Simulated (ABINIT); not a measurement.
Set up this calculation in ABINIT 10.8.3 (patched build), as the native input.

* Task: band structure
* Functional: WC
* Potentials or basis: JTH PAW PBE v2.0
* Cutoff: 544 eV
* k mesh: 8 × 8 × 5
* Occupations: fermi-dirac, width 0.05 eV
* Spin: no spin polarisation
* Fine-grid cutoff: 1088.46 eV
* Exchange and correlation inside the PAW spheres: full angular mesh (pawxcdev 0, this build's default; the released program takes 1)

ZnS (Wurtzite-2H):

```
Zn S
1.0
     3.81100    0.00000    0.00000
    -1.90550    3.30042    0.00000
     0.00000    0.00000    6.23400
Zn S
2 2
Direct
  0.66667 0.33333 0.50000
  0.33333 0.66667 0.00000
  0.66667 0.33333 0.88500
  0.33333 0.66667 0.38500
```

The input as run:

run.abi

```
# Datasets: ground state, then fixed potential
ndtset 2

# Pseudopotentials
pp_dirpath "./"
pseudos "Zn.GGA_PBE-JTH.xml, S.GGA_PBE-JTH.xml"

# Structure
acell 3.811 3.811 6.234 Angstrom
rprim
     1.0000000000     0.0000000000     0.0000000000
    -0.5000000000     0.8660254038     0.0000000000
     0.0000000000     0.0000000000     1.0000000000
ntypat 2
znucl 30 16
natom 4
typat 1 1 2 2
xred
     0.6666666667     0.3333333333     0.5000000000
     0.3333333333     0.6666666667     0.0000000000
     0.6666666667     0.3333333333     0.8850000000
     0.3333333333     0.6666666667     0.3850000000

# Plane-wave basis
ecut 20.0
pawecutdg 40.0

# Exchange and correlation
ixc 23

# Bands and occupations
occopt 3
tsmear 0.05 eV

# SCF cycle
nstep 100

# Output
iomode 3
prtwf 0
prteig 0
prtebands 0
prtden1 1

# Dataset 1
kptopt1 1
ngkpt1 8 8 5
nshiftk1 1
shiftk1 0.0 0.0 0.0
nband1 22
tolvrs1 1.0e-9

# Dataset 2: bands along G-M-K-G-A-L-H-A
iscf2 -2
getden2 1
nband2 26
nbdbuf2 2
tolwfr2 1.0e-12
kptopt2 -7
ndivsm2 6
prteig2 1
prtvol2 -3
kptbounds2
     0.0000000000     0.0000000000     0.0000000000
     0.5000000000     0.0000000000     0.0000000000
     0.3333333333     0.3333333333     0.0000000000
     0.0000000000     0.0000000000     0.0000000000
     0.0000000000     0.0000000000     0.5000000000
     0.5000000000     0.0000000000     0.5000000000
     0.3333333333     0.3333333333     0.5000000000
     0.0000000000     0.0000000000     0.5000000000
```

Potentials or basis: JTH PAW PBE v2.0.

Command:

```console
$ abinit run.abi > log 2>&1
```

It gave:

```
Largest force                                         : 0.304 eV/Å
Band gap on the k mesh                                : 2.07 eV, direct
Valence electrons inside the program's atomic spheres : Zn 10.81; S 3.61
```

Caveat: the PAW data sets were made with another functional, which shifts forces and pressure a little.

Run time: 4 min on 1 thread of Arm Neoverse V1 (shared host), peak memory 0.18 GiB.
